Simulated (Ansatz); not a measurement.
# From barrier to diffusion: Cu in Zn

The calculation used DFT PBE, scalar-relativistic, plane waves, PAW (Ansatz). Settings: 420 eV cutoff, 4×4×4 k-mesh, shifted by half a step, Gaussian smearing of 0.10 eV, no spin polarisation.

Host crystal, relaxed:

```
CELL_PARAMETERS angstrom
0.00000 1.96440 1.96440
1.96440 0.00000 1.96440
1.96440 1.96440 0.00000
ATOMIC_POSITIONS crystal
Zn 0.00000 0.00000 0.00000
```

In a supercell of 16 host sites, Cu trades places with a neighbouring Zn vacancy, moving 3.00 Å. Climbing-image nudged elastic band at fixed cell; the order of the saddle wasn't checked, and the small cell leaves errors of about a tenth of an eV.

| image | path (Å) | E − E(0) (eV) |
| --- | --- | --- |
| 0 | 0.00 | 0.000 |
| 1 | 0.80 | 0.257 |
| 2 | 1.61 | 0.449 |
| 3 | 2.41 | 0.257 |
| 4 | 3.21 | 0.000 |

What are the barriers forward and back, and what attempt frequency does the shape suggest?

Forward 0.45 eV, back 0.45 eV, the ends being level. For a sinusoidal profile E_b sin²(πx/l), with the Cu atom alone moving, ν = (1/l)√(E_b/2m) = 1.9×10¹² s⁻¹, within an order of magnitude of the customary 10¹³ s⁻¹; a true prefactor needs the vibrations at the minimum and at the saddle.

With ν = 10¹³ s⁻¹, how often does the exchange happen at 300, 600 and 1000 K once atom and vacancy are neighbours, taking the host as solid throughout? Does that give the diffusivity?

k = ν exp(−E_b/k_BT):
| T (K) | k (1/s) | wait (s) |
| --- | --- | --- |
| 300 | 2.9×10⁵ | 3.5×10⁻⁶ |
| 600 | 1.7×10⁹ | 5.9×10⁻¹⁰ |
| 1000 | 5.5×10¹⁰ | 1.8×10⁻¹¹ |

No. The atom can jump only when a vacancy is beside it, so where vacancies are thermal the activation energy of diffusion adds the vacancy's formation energy less any binding to Cu; where doping, quenching or off-stoichiometry fixes their number, it doesn't. And repeated exchanges only swap the two back and forth: Cu gets on when the vacancy moves round it by other jumps, which the correlation factor counts. An error of 0.1 eV in the barrier changes k by a factor of 48 at 300 K and 3.2 at 1000 K.

Cost: 1 run of about 30 core-minutes, on Arm Neoverse V2 (shared hosts).